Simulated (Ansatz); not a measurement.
Write the native input for Ansatz 0.2.0 that does the following.

- Task: relaxation of cell and atoms
- Functional: RPBE
- Dispersion: D4
- Potentials or basis: Ansatz PAW
- Cutoff: 420 eV (not typed: the program's choice for these potentials)
- k mesh: 8 × 8 × 8
- Occupations: fermi-dirac, width 0.05 eV
- Spin: no spin polarisation

Crystal: CdSe.

```
Cd Se
1.0
     0.00000    2.87396    2.87396
     2.87396    0.00000    2.87396
     2.87396    2.87396    0.00000
Cd Se
1 1
Direct
  0.00000 0.00000 0.00000
  0.50000 0.50000 0.50000
```

Measurements of this composition are mostly on another form, of space group No. 186.

One way to write it, as run:

input.yaml

```yaml
crystal:
  lattice:
    - [0.0, 2.873958, 2.873958]
    - [2.873958, 0.0, 2.873958]
    - [2.873958, 2.873958, 0.0]
  atoms:
    - { symbol: Cd, position: [0.0, 0.0, 0.0] }
    - { symbol: Se, position: [0.5, 0.5, 0.5] }
hamiltonian:
  xc: rpbe
  pseudopotentials: { kind: paw }
  dispersion: d4
kpoints:
  mp_grid: { grid: [8, 8, 8] }
scf:
  occupations: { method: fermi_dirac, width: 0.05 }
output:
  forces: true
  stress: true
  eigenvalues: true
  write_density: true
  write_potential: true
  elf: true
  volumetric_format: npy
relax:
  f_tol: 0.01
  max_steps: 40
  cell: { stress_tol: 0.05 }
```

Potentials or basis: Ansatz PAW.

Run with:

```bash
$ ansatz run input.yaml --threads 2 --pin off --max-ram 5632MiB --backend cpu --events-out ev --progress --plain --runs-dir out
```

Results of the run:

```json
{"Relaxed volume": "22.40 Å³/atom", "Relaxed cell": "a = 3.987 Å, b = 3.987 Å, c = 3.987 Å, α = 60.00°, β = 60.00°, γ = 60.00°", "Space group after relaxing (to 0.05 Å)": "Fm-3m (No. 225)", "Energy gained by relaxing": "15.7 meV/atom", "Ionic steps": "5", "Pressure after relaxing": "0.0 GPa", "Band gap on the k mesh": "none (metal or under the smearing width)"}
```

Caveat: the plane-wave basis is chosen anew once the cell has moved, so the energies of steps on either side of that aren't comparable; pairwise dispersion overbinds metals, which lowers pressure and volume; the PAW data sets come from PBE, with cores solved anew for the run's functional, which leaves a small shift of forces and pressure.

Wall time 4.5 s on 2 threads of Arm Neoverse V2 (shared host), peak memory 0.34 GiB.
